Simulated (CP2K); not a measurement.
# Ge (Fd-3m) in CP2K: further runs

The runs below take Ge through band structure, with PBEsol, LDA, r2SCAN, PBE.

Everything below comes from runs of CP2K 2026.2. Logs are shortened: lines on timing, memory, paths and dates and some standing lists are left out, and cuts for length are marked.

**What was measured.**

From “Electronic and optical properties of SixGe1-x-ySny alloys lattice-matched to Ge”, 2021, arxiv:2109.02782, for a bulk crystal of Ge: band gap 0.666 eV (indirect) at 293 K; band gap 0.807 eV (direct) at 300 K.

“Temperature-dependent photoluminescence in Ge: experiment and theory”, 2020, arxiv:2003.00143 reports, for a bulk crystal of Ge at 0 K: band gap 0.744 eV (indirect).

The runs below are set against these values where they give the same quantity.

## 1. The structure

The structure is cubic, space group Fd-3m (No. 227). The conventional cell has a = 5.658 Å, b = 5.658 Å, c = 5.658 Å, α = 90.00°, β = 90.00°, γ = 90.00°. Ge (site symmetry -43m) has 4 Ge at 2.45 Å as nearest neighbours.

## 2. Band structure, PBEsol

ge_bands.inp

```
&GLOBAL
  PROJECT ge_bands
  RUN_TYPE ENERGY_FORCE
  PRINT_LEVEL LOW
&END GLOBAL
&FORCE_EVAL
  METHOD QS
  STRESS_TENSOR ANALYTICAL
  &DFT
    BASIS_SET_FILE_NAME BASIS_MOLOPT_UZH
    POTENTIAL_FILE_NAME POTENTIAL_UZH
    &MGRID
      CUTOFF 450
      REL_CUTOFF 60
      NGRIDS 4
    &END MGRID
    &QS
      METHOD GPW
      EPS_DEFAULT 1.0E-9
    &END QS
    &KPOINTS
      SCHEME MONKHORST-PACK 8 8 8
      GAMMA_CENTERED T
      SYMMETRY T
      SYMMETRY_BACKEND SPGLIB
    &END KPOINTS
    &SCF
      SCF_GUESS ATOMIC
      EPS_SCF 1.0E-6
      MAX_SCF 100
      ADDED_MOS 10
      CHOLESKY OFF
      EPS_EIGVAL 1.0E-7
      &DIAGONALIZATION ON
        ALGORITHM STANDARD
      &END DIAGONALIZATION
      &MIXING ON
        METHOD BROYDEN_MIXING
        ALPHA 0.4
        BETA 1.5
        NBUFFER 8
      &END MIXING
      &SMEAR ON
        METHOD FERMI_DIRAC
        ELECTRONIC_TEMPERATURE [K] 580.226
      &END SMEAR
    &END SCF
    &XC
      &XC_FUNCTIONAL
        &GGA_X_PBE_SOL
        &END GGA_X_PBE_SOL
        &GGA_C_PBE_SOL
        &END GGA_C_PBE_SOL
      &END XC_FUNCTIONAL
    &END XC
    &PRINT
      &KPOINTS ON
      &END KPOINTS
      &MULLIKEN ON
      &END MULLIKEN
      &MO ON
        ENERGIES T
        OCCUPATION_NUMBERS T
        &EACH
          QS_SCF 0
        &END EACH
        ADD_LAST NUMERIC
      &END MO
      &LOWDIN ON
      &END LOWDIN
      &HIRSHFELD ON
        SHAPE_FUNCTION DENSITY
      &END HIRSHFELD
      &BAND_STRUCTURE
        FILE_NAME bands.bs
        ADDED_MOS 4
        &KPOINT_SET
          UNITS B_VECTOR
          NPOINTS 10
          SPECIAL_POINT GAMMA 0.00000000 0.00000000 0.00000000
          SPECIAL_POINT X 0.50000000 0.00000000 0.50000000
          SPECIAL_POINT W 0.50000000 0.25000000 0.75000000
          SPECIAL_POINT K 0.37500000 0.37500000 0.75000000
          SPECIAL_POINT GAMMA 0.00000000 0.00000000 0.00000000
          SPECIAL_POINT L 0.50000000 0.50000000 0.50000000
          SPECIAL_POINT U 0.62500000 0.25000000 0.62500000
          SPECIAL_POINT W 0.50000000 0.25000000 0.75000000
          SPECIAL_POINT L 0.50000000 0.50000000 0.50000000
          SPECIAL_POINT K 0.37500000 0.37500000 0.75000000
        &END KPOINT_SET
        &KPOINT_SET
          UNITS B_VECTOR
          NPOINTS 10
          SPECIAL_POINT U 0.62500000 0.25000000 0.62500000
          SPECIAL_POINT X 0.50000000 0.00000000 0.50000000
        &END KPOINT_SET
      &END BAND_STRUCTURE
    &END PRINT
  &END DFT
  &SUBSYS
    &CELL
      A 4.0006828887 0.0000000000 0.0000000000
      B 2.0003414444 3.4646930141 0.0000000000
      C 2.0003414444 1.1548976714 3.2665439000
      PERIODIC XYZ
    &END CELL
    &COORD
      SCALED
      Ge  0.7500000000 0.7500000000 0.7500000000
      Ge  0.5000000000 0.5000000000 0.5000000000
    &END COORD
    &KIND Ge
      BASIS_SET TZVP-MOLOPT-PBE-GTH-q4
      POTENTIAL GTH-PBE-q4
    &END KIND
    &PRINT
      &ATOMIC_COORDINATES ON
      &END ATOMIC_COORDINATES
      &CELL ON
      &END CELL
    &END PRINT
  &END SUBSYS
  &PRINT
    &FORCES ON
    &END FORCES
    &STRESS_TENSOR ON
    &END STRESS_TENSOR
  &END PRINT
&END FORCE_EVAL
```

Potentials or basis: POTENTIAL_UZH Ge GTH-PBE-q4; TZVP-MOLOPT-PBE-GTH basis.

On the command line:

```
OMP_NUM_THREADS=1 cp2k.psmp -i ge_bands.inp -o ge_bands.out
```

ge_bands.out:

```text

 CP2K| version string:                                       CP2K version 2026.2
 CP2K| Input file name                                              ge_bands.inp

 GLOBAL| Force Environment number                                              1
 GLOBAL| Basis set file name                                    BASIS_MOLOPT_UZH
 GLOBAL| Potential file name                                       POTENTIAL_UZH
 GLOBAL| MM Potential file name                                     MM_POTENTIAL
 GLOBAL| Coordinate file name                                      __STD_INPUT__
 GLOBAL| Method name                                                        CP2K
 GLOBAL| Project name                                                   ge_bands
 GLOBAL| Run type                                                   ENERGY_FORCE
 GLOBAL| FFT library                                                       FFTW3
[... 8 lines left out ...]
 GLOBAL| CPU model name                                                  UNKNOWN

 CELL| Volume [angstrom^3]:                                            45.278016
 CELL| Vector a [angstrom]:       4.001     0.000     0.000   |a| =     4.000683
 CELL| Vector b [angstrom]:       2.000     3.465     0.000   |b| =     4.000683
 CELL| Vector c [angstrom]:       2.000     1.155     3.267   |c| =     4.000683
 CELL| Angle (b,c), alpha [degree]:                                    60.000000
 CELL| Angle (a,c), beta  [degree]:                                    60.000000
 CELL| Angle (a,b), gamma [degree]:                                    60.000000
 CELL| Numerically orthorhombic:                                              NO
 CELL| Periodicity                                                           XYZ

 CELL_REF| Volume [angstrom^3]:                                        45.278016
 CELL_REF| Vector a [angstrom     4.001     0.000     0.000   |a| =     4.000683
 CELL_REF| Vector b [angstrom     2.000     3.465     0.000   |b| =     4.000683
 CELL_REF| Vector c [angstrom     2.000     1.155     3.267   |c| =     4.000683
 CELL_REF| Angle (b,c), alpha [degree]:                                60.000000
 CELL_REF| Angle (a,c), beta  [degree]:                                60.000000
 CELL_REF| Angle (a,b), gamma [degree]:                                60.000000
 CELL_REF| Numerically orthorhombic:                                          NO
 CELL_REF| Periodicity                                                       XYZ

[... 8 lines left out ...]
 TOTAL NUMBERS AND MAXIMUM NUMBERS

  Total number of            - Atomic kinds:                                   1
                             - Atoms:                                          2
                             - Shell sets:                                     2
                             - Shells:                                        14
                             - Primitive Cartesian functions:                  8
                             - Cartesian basis functions:                     36
                             - Spherical basis functions:                     34

  Maximum angular momentum of the orbital basis functions:                     2

 MODULE QUICKSTEP: ATOMIC COORDINATES IN ANGSTROM

   Atom Kind Element         X             Y             Z       Z(eff)     Mass
      1    1 Ge   32      6.001024      3.464693      2.449908   4.0000  72.6400
      2    1 Ge   32      4.000683      2.309795      1.633272   4.0000  72.6400

 SCF PARAMETERS         Density guess:                                    ATOMIC
                        --------------------------------------------------------
                        max_scf:                                             100
[... 7 lines left out ...]
                        --------------------------------------------------------
                        level_shift [a.u.]:                             0.000000
                        added MOs                                        10    0
                        --------------------------------------------------------
                        Mixing method:                            BROYDEN_MIXING
[... 11 lines left out ...]
 *******************************************************************************
 BRILLOUIN| K-point scheme                                        Monkhorst-Pack
 BRILLOUIN| K-Point grid                                             8    8    8
 BRILLOUIN| Gamma-centered k-point mesh                                     ON
 BRILLOUIN| K-point symmetry accuracy                               0.100000E-05
 BRILLOUIN| K-Point point group symmetrization                                ON
 BRILLOUIN| Symmetry backend                                             SPGLIB
[... 58 lines left out ...]
    11 Broy./Diag. 0.40E+00    0.7     0.00000053        -7.8416951445 -8.49E-07

  *** SCF run converged in    11 steps ***

  Electronic density on regular grids:         -8.0000000000        0.0000000000
  Core density on regular grids:                7.9999999746       -0.0000000254
  Total charge density on r-space grids:       -0.0000000254
  Total charge density g-space grids:          -0.0000000254

  Overlap energy of the core charge distribution:               0.00000001912839
  Self energy of the core charge distribution:                -16.70301879784742
  Core Hamiltonian energy:                                      3.87850055087911
  Hartree energy:                                               7.30646559497663
  Exchange-correlation energy:                                 -2.32360622194573
  Electronic entropic energy:                                  -0.00003628958163
  Fermi energy:                                                 0.16970573128326

  Total energy:                                                -7.84169514450964
  Total energy (extrapolated to T->0):                         -7.84167699971882

 MO| EIGENVALUES AND OCCUPATION NUMBERS FOR K POINT 1
 MO|
 MO|  Index      Eigenvalue [a.u.]        Eigenvalue [eV]             Occupation
 MO|      1              -0.244036              -6.640563               2.000000
 MO|      2              -0.078233              -2.128832               2.000000
 MO|      3               0.122005               3.319936               2.000000
 MO|      4               0.122006               3.319940               2.000000
 MO|      5               0.177785               4.837764               0.024336
 MO|      6               0.308140               8.384925               0.000000
 MO|      7               0.308141               8.384950               0.000000
 MO|      8               0.459465              12.502684               0.000000
 MO|      9               0.537934              14.637934               0.000000
 MO|     10               0.583458              15.876708               0.000000
 MO|     11               0.583459              15.876725               0.000000
 MO|     12               0.655000              17.823469               0.000000
 MO|     13               0.773553              21.049455               0.000000
[... 258 lines left out ...]
 MO|      4               0.090665               2.467127               2.000000
 MO|      5               0.258260               7.027601               0.000000
 MO|      6               0.294367               8.010147               0.000000
 MO|      7               0.352804               9.600292               0.000000
 MO|      8               0.401113              10.914847               0.000000
 MO|      9               0.552778              15.041857               0.000000
 MO|     10               0.554185              15.080153               0.000000
 MO|     11               0.662159              18.018250               0.000000
 MO|     12               0.715512              19.470071               0.000000
 MO|     13               0.771077              20.982074               0.000000
 MO|     14               0.799164              21.746368               0.000000
 MO| Sum:                                                               8.000000
 MO| E(Fermi):            0.169706 a.u.          4.617928 eV
 MO| Band gap:            0.167594 a.u.          4.560474 eV

 [... the levels of further k-points ...]

 !-----------------------------------------------------------------------------!
                     Mulliken Population Analysis

 #  Atom  Element  Kind  Atomic population                           Net charge
       1     Ge       1          4.000000                             -0.000000
       2     Ge       1          4.000000                              0.000000
 # Total charge                              8.000000                 -0.000000

 !-----------------------------------------------------------------------------!

 !-----------------------------------------------------------------------------!
                           Hirshfeld Charges

  #Atom  Element  Kind  Ref Charge     Population                    Net charge
      1       Ge     1       4.000          4.000                        -0.000
      2       Ge     1       4.000          4.000                        -0.000

  Total Charge                                                           -0.000
 !-----------------------------------------------------------------------------!

 LOWDIN POPULATION ANALYSIS

 #  Atom  Element  Kind  Atomic population                           Net charge
       1     Ge       1          4.000000                             -0.000000
       2     Ge       1          4.000000                              0.000000
 # Total charge                              8.000000                  0.000000

 KPOINTS| Band Structure Calculation
 KPOINTS| Number of k-point sets                                               2
 KPOINTS| Number of added MOs/bands                                            4
 KPOINTS| Number of k-points in set    1                                      91
 KPOINTS| In units of b-vector [2pi/Bohr]
 KPOINTS| Special point     1       GAMMA     0.000000     0.000000     0.000000
 KPOINTS| Special point     2           X     0.500000     0.000000     0.500000
 KPOINTS| Special point     3           W     0.500000     0.250000     0.750000
 KPOINTS| Special point     4           K     0.375000     0.375000     0.750000
 KPOINTS| Special point     5       GAMMA     0.000000     0.000000     0.000000
 KPOINTS| Special point     6           L     0.500000     0.500000     0.500000
 KPOINTS| Special point     7           U     0.625000     0.250000     0.625000
 KPOINTS| Special point     8           W     0.500000     0.250000     0.750000
 KPOINTS| Special point     9           L     0.500000     0.500000     0.500000
 KPOINTS| Special point    10           K     0.375000     0.375000     0.750000
 KPOINTS| Number of k-points in set    2                                      11
 KPOINTS| In units of b-vector [2pi/Bohr]
 KPOINTS| Special point     1           U     0.625000     0.250000     0.625000
 KPOINTS| Special point     2           X     0.500000     0.000000     0.500000

 ENERGY| Total FORCE_EVAL ( QS ) energy [hartree]             -7.841695466213788

 FORCES| Atomic forces [hartree/bohr]
 FORCES|   Atom     x               y               z               |f|
 FORCES|      1 -5.42684811E-09 -8.04682355E-09  5.58718828E-09   1.11990501E-08
 FORCES|      2  5.42718549E-09  8.04649330E-09 -5.58708940E-09   1.11989269E-08
 FORCES| Sum     3.37375531E-13 -3.30248601E-13  9.88729974E-14
 FORCES| Total atomic force                                       4.82350762E-13

 STRESS| Analytical stress tensor [bar]
 STRESS|                        x                   y                   z
 STRESS|      x        3.36682982756E+04  -5.75352068947E-03   5.78847110765E-03
 STRESS|      y       -5.75352068947E-03   3.36729048972E+04   3.16789803815E+00
 STRESS|      z        5.78847110765E-03   3.16789803815E+00   3.36705859640E+04
 STRESS| 1/3 Trace                                             3.36705963789E+04
 STRESS| Determinant                                           3.81726596712E+13

 STRESS| Eigenvectors and eigenvalues of the analytical stress tensor [bar]
 STRESS|                        1                   2                   3
 STRESS| Eigenvalues   3.36682974088E+04   3.36683728804E+04   3.36751188477E+04
 STRESS|      x           0.994242496386      0.107153236840     -0.000205463989
 STRESS|      y           0.061549167358     -0.569524426875      0.819666778142
 STRESS|      z          -0.087712931648      0.814960189842      0.572840580436
```

It took 10 s on 1 thread of Arm Neoverse V1, shared host; peak memory 0.26 GiB.

Results:

```
Free energy             : -213.3834 eV
Pressure                : 3.4 GPa
Band gap on the k mesh  : 0.05 eV, direct
Band gap along the path : 0.05 eV, direct
```

Levels at the corners of the path, in eV from the valence-band top:
| point | band 1 | band 2 | band 3 | band 4 | band 5 | band 6 | band 7 | band 8 | band 9 |
| --- | --- | --- | --- | --- | --- | --- | --- | --- | --- |
| Γ | -12.76 | 0.00 | 0.00 | 0.00 | 0.05 | 2.55 | 2.55 | 2.55 | 7.93 |
| X | -8.91 | -8.91 | -3.10 | -3.10 | 0.59 | 0.59 | 9.81 | 9.81 | 11.90 |
| W | -8.81 | -8.81 | -3.98 | -3.98 | 4.38 | 4.38 | 4.72 | 4.72 | 11.19 |
| K | -9.37 | -8.32 | -4.42 | -2.66 | 1.02 | 4.09 | 7.45 | 7.61 | 8.40 |
| Γ | -12.76 | 0.00 | 0.00 | 0.00 | 0.05 | 2.55 | 2.55 | 2.55 | 7.93 |
| L | -10.69 | -7.65 | -1.40 | -1.40 | 0.11 | 3.74 | 3.74 | 8.50 | 10.92 |
| U | -9.37 | -8.32 | -4.42 | -2.66 | 1.02 | 4.09 | 7.45 | 7.61 | 8.40 |
| W | -8.81 | -8.81 | -3.98 | -3.98 | 4.38 | 4.38 | 4.72 | 4.72 | 11.19 |
| L | -10.69 | -7.65 | -1.40 | -1.40 | 0.11 | 3.74 | 3.74 | 8.50 | 10.92 |
| K | -9.37 | -8.32 | -4.42 | -2.66 | 1.02 | 4.09 | 7.45 | 7.61 | 8.40 |
| U | -9.37 | -8.32 | -4.42 | -2.66 | 1.02 | 4.09 | 7.45 | 7.61 | 8.40 |
| X | -8.91 | -8.91 | -3.10 | -3.10 | 0.59 | 0.59 | 9.81 | 9.81 | 11.90 |

Caveat: the potentials were made for another functional, which shifts forces and pressure; the basis of atomic orbitals isn't converged, which shifts pressures, moduli and gaps.

## 3. Band structure, LDA

Changes to ge_bands.inp since step 2:

```diff
@@ -10,3 +10,3 @@
     BASIS_SET_FILE_NAME BASIS_MOLOPT_UZH
-    POTENTIAL_FILE_NAME POTENTIAL_UZH
+    POTENTIAL_FILE_NAME GTH_POTENTIALS
     &MGRID
@@ -14,3 +14,3 @@
       REL_CUTOFF 60
-      NGRIDS 4
+      NGRIDS 5
     &END MGRID
@@ -18,3 +18,3 @@
       METHOD GPW
-      EPS_DEFAULT 1.0E-9
+      EPS_DEFAULT 1.0E-10
     &END QS
@@ -44,3 +44,3 @@
         METHOD FERMI_DIRAC
-        ELECTRONIC_TEMPERATURE [K] 580.226
+        ELECTRONIC_TEMPERATURE 300.56
       &END SMEAR
@@ -49,6 +49,6 @@
       &XC_FUNCTIONAL
-        &GGA_X_PBE_SOL
-        &END GGA_X_PBE_SOL
-        &GGA_C_PBE_SOL
-        &END GGA_C_PBE_SOL
+        &LDA_X
+        &END LDA_X
+        &LDA_C_PW
+        &END LDA_C_PW
       &END XC_FUNCTIONAL
@@ -68,13 +68,8 @@
       &END MO
-      &LOWDIN ON
-      &END LOWDIN
-      &HIRSHFELD ON
-        SHAPE_FUNCTION DENSITY
-      &END HIRSHFELD
       &BAND_STRUCTURE
         FILE_NAME bands.bs
-        ADDED_MOS 4
+        ADDED_MOS 6
         &KPOINT_SET
           UNITS B_VECTOR
-          NPOINTS 10
+          NPOINTS 6
           SPECIAL_POINT GAMMA 0.00000000 0.00000000 0.00000000
@@ -92,3 +87,3 @@
           UNITS B_VECTOR
-          NPOINTS 10
+          NPOINTS 6
           SPECIAL_POINT U 0.62500000 0.25000000 0.62500000
@@ -113,3 +108,3 @@
       BASIS_SET TZVP-MOLOPT-PBE-GTH-q4
-      POTENTIAL GTH-PBE-q4
+      POTENTIAL GTH-PADE-q4
     &END KIND
```

Potentials or basis: GTH_POTENTIALS Ge GTH-PADE-q4; TZVP-MOLOPT-PBE-GTH basis.

On the command line:

```
OMP_NUM_THREADS=1 cp2k.psmp -i ge_bands.inp -o ge_bands.out
```

Wall time 11 s (1 thread of Arm Neoverse V1, shared host); peak memory 0.25 GiB.

Results (log left out):

| Item | Value |
| --- | --- |
| Free energy | -217.3400 eV |
| Pressure | -2.7 GPa |
| Band gap on the k mesh | none (metal or under the smearing width) |

Levels at the corners of the path, in eV from the Fermi level:
```tsv
point	band 1	band 2	band 3	band 4	band 5	band 6	band 7	band 8
Γ	-12.74	-0.08	-0.02	-0.02	-0.02	2.63	2.63	2.63
X	-8.93	-8.93	-3.04	-3.04	0.72	0.72	9.77	9.77
W	-8.84	-8.84	-3.89	-3.89	4.41	4.41	4.84	4.84
K	-9.40	-8.34	-4.32	-2.61	1.14	4.17	7.46	7.64
Γ	-12.74	-0.08	-0.02	-0.02	-0.02	2.63	2.63	2.63
L	-10.71	-7.63	-1.39	-1.39	0.13	3.85	3.85	8.65
U	-9.40	-8.34	-4.32	-2.61	1.14	4.17	7.46	7.64
W	-8.84	-8.84	-3.89	-3.89	4.41	4.41	4.84	4.84
L	-10.71	-7.63	-1.39	-1.39	0.13	3.85	3.85	8.65
K	-9.40	-8.34	-4.32	-2.61	1.14	4.17	7.46	7.64
U	-9.40	-8.34	-4.32	-2.61	1.14	4.17	7.46	7.64
X	-8.93	-8.93	-3.04	-3.04	0.72	0.72	9.77	9.77
```

Caveat: the basis of atomic orbitals isn't converged, which shifts pressures, moduli and gaps.

(Part 1 of 2 ends here.)
